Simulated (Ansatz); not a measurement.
Zincblende GaN, relaxed with r2SCAN in the PAW code Ansatz. Space group F-43m (No. 216), cubic; a = 4.498 Å in the conventional setting, 11.37 Å³ an atom. Ga has 4 N at 1.95 Å; N has 4 Ga at 1.95 Å.

The axes x, y and z are those of this cell:
```
Ga N
1.0
     0.00000    2.24895    2.24895
     2.24895    0.00000    2.24895
     2.24895    2.24895    0.00000
Ga N
1 1
Direct
  0.00000 0.00000 0.00000
  0.25000 0.25000 0.25000
```

Unstrained: The PBE gap is direct at Γ: 1.756 eV. r2SCAN gives a direct gap of 2.168 eV at Γ. With HSE06 the gap is 3.005 eV and direct, at Γ. Meshes: PBE 10×10×10, r2SCAN 10×10×10, HSE06 6×6×6. Strains are changes of length per length. After each strain the atoms were relaxed again with r2SCAN within the symmetry that the strain leaves, so tilts or polar shifts that break it weren't tested; points keep the names that they have in the unstrained zone. Spin-unpolarised throughout; all numbers are computed.

**Question.** Estimate what isotropic +1.5 % on every length does to the gap.

**Answer.** PBE: the gap goes from 1.756 to 1.470 eV (-0.286 eV). r2SCAN: the gap goes from 2.168 to 1.868 eV (-0.300 eV). HSE06: the gap goes from 3.005 to 2.674 eV (-0.331 eV). The r2SCAN energy rises by 13.5 meV an atom.

**Question.** For epitaxial -1.5 % in the plane normal to [111], how far does the free direction move, and what happens to the gap?

**Answer.** The normal strain at zero normal stress is +0.68 %, 0.45 of the in-plane strain with the sign turned. PBE: the gap goes from 1.756 to 1.838 eV (+0.082 eV); with r2SCAN the top three valence levels at Γ, degenerate before, become 2+1 from the top over 159 meV. r2SCAN: the gap goes from 2.168 to 2.258 eV (+0.090 eV). HSE06: the gap goes from 3.005 to 3.111 eV (+0.106 eV).

**Question.** Estimate what epitaxial -3.0 % in the xy plane, free normal strain +3.10 % does to the gap.

**Answer.** PBE: the gap goes from 1.756 to 1.830 eV (+0.074 eV); with r2SCAN the top three valence levels at Γ, degenerate before, become 2+1 from the top over 326 meV. r2SCAN: the gap goes from 2.168 to 2.253 eV (+0.085 eV). HSE06: the gap goes from 3.005 to 3.109 eV (+0.104 eV). The r2SCAN energy rises by 18.8 meV an atom.

**Question.** Estimate what uniaxial +2.5 % along z, other directions held does to the gap.

**Answer.** PBE: the gap goes from 1.756 to 1.556 eV (-0.200 eV); with r2SCAN the top three valence levels at Γ, degenerate before, become 2+1 from the top over 120 meV. r2SCAN: the gap goes from 2.168 to 1.960 eV (-0.208 eV). HSE06: the gap goes from 3.005 to 2.781 eV (-0.224 eV). The r2SCAN energy rises by 6.2 meV an atom.

**Question.** One strain changed the r2SCAN stress by xx -2.83, yy -2.83, zz -2.83, xy -1.59, xz -1.59, yz -1.59 GPa (compression positive) and the gap by -0.133 eV (PBE), -0.138 eV (r2SCAN), -0.147 eV (HSE06). Which kind of strain was it, and roughly how large?

**Answer.** Uniaxial +1.5 % along [111], other directions held. The pattern of the stress gives the kind; the size needs the stiffness, so it is an estimate.

The meshes of the hybrids are coarse, so their gaps aren't converged to the digits shown.

The splittings at Γ are without spin-orbit coupling, which regroups them where it is of like size or larger.
